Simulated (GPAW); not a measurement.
# ZrB2 (P6/mmm) in GPAW: further runs

One crystal, ZrB2, is run at these levels: PBE, r2SCAN+U, SOGGA; tasks: single point, electron localisation function.

Everything below comes from runs of GPAW 26.7.0. Logs are shortened: lines on timing, memory, paths and dates and some standing lists are left out, and cuts for length are marked. The log counts tension as positive stress, the text compression.

## (1) Starting point

It takes space group P6/mmm (No. 191, hexagonal). Conventional cell: a = 3.170 Å, b = 3.170 Å, c = 3.533 Å, α = 90.00°, β = 90.00°, γ = 120.00°. Zr (site symmetry 6/mmm) is surrounded by 12 B at 2.54 Å. B (site symmetry -6m2) is surrounded by 3 B at 1.83 Å.

## (2) Single point, PBE

Input file run.py:

```python
from ase.io import read
from gpaw import PW
from gpaw.dft import DFT

atoms = read('ZrB2.cif')

dft = DFT(atoms,
          mode=PW(800),
          xc='PBE',
          kpts={'size': (10, 10, 8), 'gamma': True},
          occupations={'name': 'fermi-dirac', 'width': 0.05},
          nbands=20,
          convergence={'density': 1e-05, 'energy': 1e-05},
          maxiter=150,
          txt='gpaw.txt')
print(f'Energy: {dft.calculate_energy():.6f} eV')
print('Forces (eV/A):')
print(dft.calculate_forces().round(4))
print('Stress (eV/A^3):', dft.calculate_stress().round(6))
dft.write_gpw_file('gs.gpw')
```

Input file ZrB2.cif:

```cif
data_ZrB2
_cell_length_a 3.17000000
_cell_length_b 3.17000000
_cell_length_c 3.53300000
_cell_angle_alpha 90.00000000
_cell_angle_beta 90.00000000
_cell_angle_gamma 120.00000000
_space_group_name_H-M_alt 'P1'
_space_group_name_Hall 'P 1'
_space_group_IT_number 1
loop_
_space_group_symop_operation_xyz
'x,y,z'
loop_
_atom_site_label
_atom_site_type_symbol
_atom_site_symmetry_multiplicity
_atom_site_Wyckoff_symbol
_atom_site_fract_x
_atom_site_fract_y
_atom_site_fract_z
_atom_site_occupancy
Zr1 Zr 1 a 0.0000000000 0.0000000000 0.0000000000 1
B1 B 1 a 0.6666666667 0.3333333333 0.5000000000 1
B2 B 1 a 0.3333333333 0.6666666667 0.5000000000 1
```

Potentials or basis: GPAW PAW data sets (gpaw-data 1.2.1), pw.

Run with:

```
> OMP_NUM_THREADS=1 python run.py
```

gpaw.txt:

```text
Diagonalizing LCAO Hamiltonian
Converting LCAO to pw mode

         B  B

       Zr

Atoms  # Å, Bohr magnetons
|   | symbol |         x |        y |        z |    initial magnetic moments |
|---|--------|-----------|----------|----------|-----------------------------|
| 0 |     Zr |  0.000000 | 0.000000 | 0.000000 | ( 0.0000,  0.0000,  0.0000) |
| 1 |      B |  1.585000 | 0.915100 | 1.766500 | ( 0.0000,  0.0000,  0.0000) |
| 2 |      B | -0.000000 | 1.830200 | 1.766500 | ( 0.0000,  0.0000,  0.0000) |

Unit cell  # Å
| periodic |         x |        y |        z |  lengths |     angles |
|----------|-----------|----------|----------|----------|------------|
|      yes |  3.170000 | 0.000000 | 0.000000 | 3.170000 |  90.000000 |
|      yes | -1.585000 | 2.745301 | 0.000000 | 3.170000 |  90.000000 |
|      yes |  0.000000 | 0.000000 | 3.533000 | 3.533000 | 120.000000 |

Number of symmetries: 24
Symmetry operations  # r_c * U_cc + t_c -> r_c
|    | kind |            matrix            |
|----|------|------------------------------|
|  0 |  σ   |  1, 1, 0,  0,-1, 0,  0, 0, 1 |
|  1 |  C2  |  1, 1, 0,  0,-1, 0,  0, 0,-1 |
|  2 |  C6  |  1, 1, 0, -1, 0, 0,  0, 0, 1 |
|  3 |  S6  |  1, 1, 0, -1, 0, 0,  0, 0,-1 |
|  4 |  E   |  1, 0, 0,  0, 1, 0,  0, 0, 1 |
|  5 |  σ   |  1, 0, 0,  0, 1, 0,  0, 0,-1 |
|  6 |  σ   |  1, 0, 0, -1,-1, 0,  0, 0, 1 |
|  7 |  C2  |  1, 0, 0, -1,-1, 0,  0, 0,-1 |
|  8 |  σ   |  0, 1, 0,  1, 0, 0,  0, 0, 1 |
|  9 |  C2  |  0, 1, 0,  1, 0, 0,  0, 0,-1 |
| 10 |  C3  |  0, 1, 0, -1,-1, 0,  0, 0, 1 |
| 11 |  S3  |  0, 1, 0, -1,-1, 0,  0, 0,-1 |
| 12 |  C6  |  0,-1, 0,  1, 1, 0,  0, 0, 1 |
| 13 |  S6  |  0,-1, 0,  1, 1, 0,  0, 0,-1 |
| 14 |  σ   |  0,-1, 0, -1, 0, 0,  0, 0, 1 |
| 15 |  C2  |  0,-1, 0, -1, 0, 0,  0, 0,-1 |
| 16 |  σ   | -1, 0, 0,  1, 1, 0,  0, 0, 1 |
| 17 |  C2  | -1, 0, 0,  1, 1, 0,  0, 0,-1 |
| 18 |  C2  | -1, 0, 0,  0,-1, 0,  0, 0, 1 |
| 19 |  i   | -1, 0, 0,  0,-1, 0,  0, 0,-1 |
| 20 |  C3  | -1,-1, 0,  1, 0, 0,  0, 0, 1 |
| 21 |  S3  | -1,-1, 0,  1, 0, 0,  0, 0,-1 |
| 22 |  σ   | -1,-1, 0,  0, 1, 0,  0, 0, 1 |
| 23 |  C2  | -1,-1, 0,  0, 1, 0,  0, 0,-1 |

BZ-sampling:
  Number of BZ points: 800
  Number of IBZ points: 70

  Monkhorst-Pack size: [10, 10, 8]
  Monkhorst-Pack shift: [0.05, 0.05, 0.0625]

K-points  # in reciprocal-cell coordinates
|     |                                coordinates |     weight |
|-----|--------------------------------------------|------------|
|   0 | (  0.00000000,   0.00000000,   0.00000000) | 0.00125000 |
|   1 | (  0.00000000,   0.00000000,   0.12500000) | 0.00250000 |
|   2 | (  0.00000000,   0.00000000,   0.25000000) | 0.00250000 |
|   3 | (  0.00000000,   0.00000000,   0.37500000) | 0.00250000 |
|   4 | (  0.00000000,   0.00000000,   0.50000000) | 0.00125000 |
|   5 | (  0.10000000,   0.00000000,   0.00000000) | 0.00750000 |
|   6 | (  0.10000000,   0.00000000,   0.12500000) | 0.01500000 |
|   7 | (  0.10000000,   0.00000000,   0.25000000) | 0.01500000 |
|   8 | (  0.10000000,   0.00000000,   0.37500000) | 0.01500000 |
|   9 | (  0.10000000,   0.00000000,   0.50000000) | 0.00750000 |
| ... |                                            |            |
|  69 | (  0.50000000,   0.50000000,   0.50000000) | 0.00375000 |

Plane wave coefficients: 1603
Cutoff: 800.0 eV

Spin-components: 1 (collinear spins)
Bands:           20
Projectors:      16
Spin-degeneracy: 2
Datatype:        complex128

Density:
  Valence electrons: 18.0
  Components: 1
  Grid points: [21 21 24]
  Charge: 0.0  # |e|

Potential:
  Grid points: [21 21 24]

species:
  Zr:
    name:    Zirconium
    Z:       40.0
    valence: 12
    core:    28
    charge:  0.0  # [|e|]
    compensation charges:
      type: gauss
      rc: 0.40  # [Å]
      lmax: 2
    cutoffs:
      filter: 2.39  # [Å]
      core: 1.59  # [Å]
    projectors
    | kind |    occ | energy [eV] | rcut [Å] |
    |------|--------|-------------|----------|
    |   4s |  2.000 |     -54.478 |    1.323 |
    |   5s |  2.000 |      -4.438 |    1.323 |
    |   4p |  6.000 |     -32.467 |    1.334 |
    |   5p |  0.000 |      -1.470 |    1.334 |
    |   4d |  2.000 |      -3.600 |    1.244 |
    |    d |        |      23.611 |    1.244 |

    Using partial waves for Zr as LCAO basis

  B:
    name:    Boron
    Z:       5.0
    valence: 3
    core:    2
    charge:  0.0  # [|e|]
    compensation charges:
      type: gauss
      rc: 0.20  # [Å]
      lmax: 2
    cutoffs:
      filter: 1.14  # [Å]
      core: 1.38  # [Å]
    projectors
    | kind |    occ | energy [eV] | rcut [Å] |
    |------|--------|-------------|----------|
    |   2s |  2.000 |      -9.443 |    0.635 |
    |   2p |  1.000 |      -3.606 |    0.635 |
    |    s |        |      17.768 |    0.635 |
    |    p |        |      23.605 |    0.635 |
    |    d |        |       0.000 |    0.635 |

    Using partial waves for B as LCAO basis

Reference energy: -99232.550370  # eV

eigensolver:
  PPCG
  Converge bands: occupied
  niter=2

density mixing:
  MSR1-Mixer
  Pratt-step length: 0.05
  Maximum mixing coefficient: 0.75
  Old densities: 10
  SVD Regularization: 0.005
  Good broyden scale: 1.0
  Trust region scale: 1.0
  Backstep threshold: 4.0
  History deletion threshold: 6.0
  Fourier metric: weight=20.0, sigma=0.015

occupation numbers:
  Fermi-Dirac:
    width: 0.0500  # eV

poisson solver:
  ecut: 6400.0  # eV

xc functional:
  name: PBE with 2 nearest neighbor stencil

convergence criteria:
- Maximum integral of absolute [dens]ity change: 1e-05 electrons / valence electron
- Maximum [total energy] change in last 3 cyles: 1e-05 eV / valence electron
- Maximum integral of absolute [eigenst]ate change: 4e-08 eV^2 / valence electron
maximum number of iterations: 150

SCF iterations
|iter     | |      energy | eigst |  dens |
|---------|-|-------------|-------|-------|
|iter:   1| |  -25.036404 | +0.24 |       |
|iter:   2| |  -24.749341 | -1.75 | -1.00 |
|iter:   3| |  -23.905746 | -1.13 | -1.06 |
|iter:   4| |  -23.909602 | -3.00 | -1.79 |
|iter:   5| |  -23.913218 | -3.73 | -2.09 |
|iter:   6| |  -23.913272 | -4.90 | -2.90 |
|iter:   7| |  -23.913271c| -6.48 | -3.79 |
|iter:   8| |  -23.913271c| -7.77c| -4.34 |
|iter:   9| |  -23.913271c| -8.04c| -5.04c|
SCF steps: 9
Energy contributions relative to reference atoms: (reference = -99232.550370)

Energy contributions:
  Kinetic:          17.910707
  Coulomb:         -17.145411
  Zero:              0.366701
  External:          0.000000
  Xc:              -25.043854
  Entropy:          -0.002830
  Spinorbit:         0.000000
  ----------------------------
  Free energy:     -23.914686
  Extrapolated:    -23.913271

Forces  # eV/Ang
|        x |        y |       z |
|----------|----------|---------|
|  0.00000 | -0.00000 | 0.00000 |  # Zr   0
|  0.00000 |  0.00000 | 0.00000 |  # B    1
| -0.00000 | -0.00000 | 0.00000 |  # B    2

Stress tensor  # eV/Ang^3
|        x |        y |         z |
|----------|----------|-----------|
| 0.002309 | 0.000000 |  0.000000 |
| 0.000000 | 0.002309 |  0.000000 |
| 0.000000 | 0.000000 | -0.003285 |

Writing to gs.gpw (mode='')

  __  _  _
 | _ |_)|_||  |
 |__||  | ||/\| - 26.7.0

Input parameters:
  mode=PW(ecut=800.0),
  convergence={'density': 1e-05, 'energy': 1e-05},
  kpts=MonkhorstPack(size=(10, 10, 8), gamma=True),
  maxiter=150,
  nbands=20,
  occupations=Occupations(name='fermi-dirac', width=0.05),
  xc=XC(name='PBE')
# Writing to gs.gpw (mode='')
```

It took 31 s on 1 thread of Arm Neoverse V2, shared host; peak memory 0.19 GiB.

What came out:

```
Free energy            : -23.9147 eV
Pressure               : -0.1 GPa
Band gap on the k mesh : none (metal or under the smearing width)
```

## (3) Electron localisation function, r2SCAN+U

Input file run.py:

```python
from ase import Atoms
from ase.dft.bandgap import bandgap
from ase.io import write
from ase.units import Bohr, GPa
from gpaw import GPAW, PW
from gpaw.elf import elf_from_dft_calculation

atoms = Atoms(['Zr', 'B', 'B'],
              cell=[[3.17, 0.0, 0.0],
                    [-1.585, 2.74530053, 0.0],
                    [0.0, 0.0, 3.533]],
              scaled_positions=[[0.0, 0.0, 0.0],
                                [0.6666666667, 0.3333333333, 0.5],
                                [0.3333333333, 0.6666666667, 0.5]],
              pbc=True)

calc = GPAW(mode=PW(800),
            xc='MGGA_X_R2SCAN+MGGA_C_R2SCAN',
            kpts={'size': (9, 9, 7), 'gamma': True},
            occupations={'name': 'fermi-dirac', 'width': 0.05},
            setups={'Zr': ':d,7.0'},
            nbands=20,
            convergence={'density': 1e-05, 'energy': 1e-05},
            maxiter=150,
            txt='gpaw.txt')
atoms.calc = calc
energy = atoms.get_potential_energy()
forces = atoms.get_forces()
stress = atoms.get_stress()
calc.write('gs.gpw')
write('result.traj', atoms)
print(f'Energy: {energy:.6f} eV')
print('Forces (eV/A):')
print(forces.round(4))
print('Stress (GPa):', (stress / GPa).round(3))
print('Fermi level:', round(calc.get_fermi_level(), 4), 'eV')
print(f'Gap: {bandgap(calc)[0]:.4f} eV, direct: {bandgap(calc, direct=True)[0]:.4f} eV')

# fields on the real-space grid
write('density.cube', atoms, data=calc.get_pseudo_density() * Bohr**3)
write('potential.cube', atoms, data=calc.get_electrostatic_potential())
write('elf.cube', atoms, data=elf_from_dft_calculation(calc).data)
```

Potentials or basis: GPAW PAW data sets (gpaw-data 1.2.1), pw.

Run with:

```
> OMP_NUM_THREADS=1 python run.py
```

Wall time 78 s (1 thread of Arm Neoverse V2, shared host); peak memory 0.28 GiB.

It converged, with:

```
Free energy            : -30.8323 eV
Pressure               : 17.1 GPa
Band gap on the k mesh : none (metal or under the smearing width)
```

Stress tensor (GPa, compression positive):
```
15.43  0.00  0.00
 0.00 15.43  0.00
 0.00  0.00 20.44
```

Levels at points of the mesh, in eV from the Fermi level:
| k point | band 6 | band 7 | band 8 | band 9 | band 10 | band 11 | band 12 | band 13 |
| --- | --- | --- | --- | --- | --- | --- | --- | --- |
| (0.00, 0.00, 0.00) | -3.62 | -3.19 | -3.19 | -2.84 | 3.97 | 4.45 | 4.45 | 4.64 |

Caveat: the PAW data sets were made with another functional, which shifts forces and pressure a little; U without spin polarisation on a metal has little footing; the U is typed as a test and isn't derived for this compound.

[end of part 1 of 2]
